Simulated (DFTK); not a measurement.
# As: band structure with BJ06

Crystal: As.

```
As
1.0
     1.88080    1.08588    3.51406
    -1.88080    1.08588    3.51406
     0.00000   -2.17176    3.51406
As
2
Direct
  0.22600 0.22600 0.22600
  0.77400 0.77400 0.77400
```

```
Program                      : DFTK 0.8.2
Task                         : band structure
Functional                   : BJ06
Potentials or basis          : cp2k.nc.sr.pbe.v0_1.semicore.gth (PBE, GTH)
Cutoff                       : 952 eV
k mesh                       : 7 × 7 × 7
Occupations                  : fermi-dirac, width 0.05 eV
Spin                         : no spin polarisation
Valence electrons            : As 5
SCF tolerance on the density : 1e-06
```

```json
{"Band gap on the k mesh": "none (metal or under the smearing width)"}
```

Levels at the corners of the path, in eV from the Fermi level:
```csv
point,band 1,band 2,band 3,band 4,band 5,band 6,band 7,band 8,band 9,band 10
Γ,-15.15,-5.66,-2.67,-2.24,-2.24,1.59,2.88,2.88,6.68,6.68
L,-12.40,-11.16,-3.09,-3.00,-0.53,-0.29,0.31,1.34,8.94,8.99
B1,-11.81,-10.64,-6.09,-5.56,-1.56,1.27,5.21,5.39,6.75,7.22
B,-11.81,-10.64,-6.09,-5.56,-1.56,1.27,5.21,5.39,6.75,7.22
Z,-13.86,-10.03,-2.02,-2.02,-0.48,0.72,0.72,1.69,8.04,10.22
Γ,-15.15,-5.66,-2.67,-2.24,-2.24,1.59,2.88,2.88,6.68,6.68
X,-11.64,-10.89,-6.36,-3.74,-3.68,3.25,3.30,5.18,6.43,8.52
Q,-11.64,-10.89,-6.36,-3.74,-3.68,3.25,3.30,5.18,6.43,8.52
F,-12.34,-9.76,-6.10,-4.39,-4.35,1.32,5.51,6.88,7.37,10.39
P1,-12.35,-10.16,-6.31,-3.97,-3.14,2.08,3.83,6.00,6.44,9.55
Z,-13.86,-10.03,-2.02,-2.02,-0.48,0.72,0.72,1.69,8.04,10.22
L,-12.40,-11.16,-3.09,-3.00,-0.53,-0.29,0.31,1.34,8.94,8.99
P,-12.35,-10.16,-6.31,-3.97,-3.14,2.08,3.83,6.00,6.44,9.55
```

Run time: 3.9 min on 1 thread of Intel(R) Xeon(R) Platinum 8259CL CPU @ 2.50GHz (Skylake/Cascade Lake) (shared host), peak memory 1.7 GiB.

Caveat: the program leaves the constant c of mgga_x_tb09 at 1, so the potential is Becke-Johnson's (BJ06) and not Tran and Blaha's, with levels but no total energy; GTH potentials come without recommended cutoffs, and this one wasn't checked for convergence; the program warned that the kinetic-energy density falls under its von Weizsäcker bound, which can give unphysical results.
